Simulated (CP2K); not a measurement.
Runs of CP2K 2026.2 on Bi. Symmetry: P2/m, No. 10, monoclinic system. The conventional cell has a = 3.238 Å, b = 3.222 Å, c = 6.444 Å, α = 90.00°, β = 90.72°, γ = 90.00°. Around Bi (site symmetry m) lie 6 Bi at 3.22 to 3.24 Å. This isn't the form of Bi at room conditions, which is rhombohedral.

```csv
level,cutoff of the non-local correlation (Ry),gap on the mesh (eV),pressure (GPa),relaxed volume (Å³/atom),largest force (eV/Å)
PBE,-,none,0.0,(a),0.01
PBEsol,-,none,0.0,35.07,0.01
LDA,-,none,0.0,35.17,0.01
BEEF-vdW,300,none,0.0,36.11,-
```

Alike in all rows: task relaxation of cell and atoms; potentials or basis POTENTIAL_UZH Bi GTH-PBE-q5; TZVP-MOLOPT-PBE-GTH basis; no spin polarisation; cell relaxed; k mesh 6 × 6 × 3; smearing fermi-dirac 0.05 eV.

Task: Estimate the missing entries.

Result: (a) 35.69.

Caveats: spin-orbit coupling is left out, which moves the levels of the heavy elements; the basis of atomic orbitals isn't converged, which shifts pressures, moduli and gaps; the potentials were made for another functional, which shifts forces and pressure (some runs).

A k mesh can miss the band edges, and the runs leave out spin-orbit coupling on Bi.

A gap of «none» marks a metal or a gap under the smearing width.
